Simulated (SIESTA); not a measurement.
Crystal: Cu2O (Cuprite).

```xyz
6
Lattice="4.2600 0.0000 0.0000 0.0000 4.2600 0.0000 0.0000 0.0000 4.2600" Properties=species:S:1:pos:R:3 pbc="T T T"
Cu    3.1950    1.0650    3.1950
Cu    3.1950    3.1950    1.0650
Cu    1.0650    3.1950    3.1950
Cu    1.0650    1.0650    1.0650
O     2.1300    2.1300    2.1300
O     0.0000    0.0000    0.0000
```

Base run:

- Program: SIESTA 5.4.2
- Functional: PBE
- Potentials or basis: PseudoDojo 0.4 standard (PBE files)
- Basis: DZP (energy shift 0.003 Ry; two zetas on semicore shells)
- Grid cutoff: 800 Ry
- Energy shift: 0.003 Ry
- k mesh: 6 × 6 × 6
- Occupations: fermi-dirac, width 0.05 eV
- Spin: no spin polarisation

Its results: band gap on the k mesh 0.47 eV, direct; pressure 4.2 GPa.

Task: The run is repeated on the same cell with these changes: functional from PBE to vdW-DF-cx. What comes out?

Result: Band gap on the k mesh 0.48 eV, direct; pressure -0.3 GPa.

Caveats: short orbitals over semicore shells can move pressures by several GPa; the basis of atomic orbitals isn't converged, which shifts pressures, moduli and gaps; the potentials were made for another functional, which shifts forces and pressure (some runs).
